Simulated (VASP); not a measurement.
# Ge: equation of state with PBEsol

Ge:

```
Ge
1.0
    -2.55968    2.55968    1.39995
     2.55968   -2.55968    1.39995
     2.55968    2.55968   -1.39995
Ge
2
Direct
  0.50000 0.50000 0.00000
  0.25000 0.75000 0.50000
```

This isn't the form of Ge at room conditions, which is diamond.

```
Program             : VASP 6.6.1
Task                : equation of state
Functional          : PBEsol
Potentials or basis : VASP PAW PBE potentials, release 64 (Ge_d)
Cutoff              : 520 eV
k mesh              : 10 × 10 × 10
Occupations         : fermi-dirac, width 0.05 eV
Spin                : no spin polarisation
```

| Property | Result |
| --- | --- |
| Equilibrium volume | 18.37 Å³/atom |
| Bulk modulus at fixed shape and positions | 79 GPa |
| Pressure derivative of the bulk modulus | 4.5 (rough: it moves with the points fitted) |

Energy against volume, from the lowest point:
```tsv
volume (Å³/atom)	energy (meV/atom)
17.611	8.33
17.978	2.13
18.345	0.00
18.712	1.51
19.079	6.30
```

All runs of the series together: 2.2 min on 1 thread of Intel(R) Xeon(R) 6975P-C (Granite Rapids), with other jobs on the host.

Caveat: the cell was scaled at fixed shape and fractional positions, which overstates the stiffness of a crystal with free parameters, most of all of layers and chains; the PAW data sets were made with another functional, which shifts forces and pressure a little.
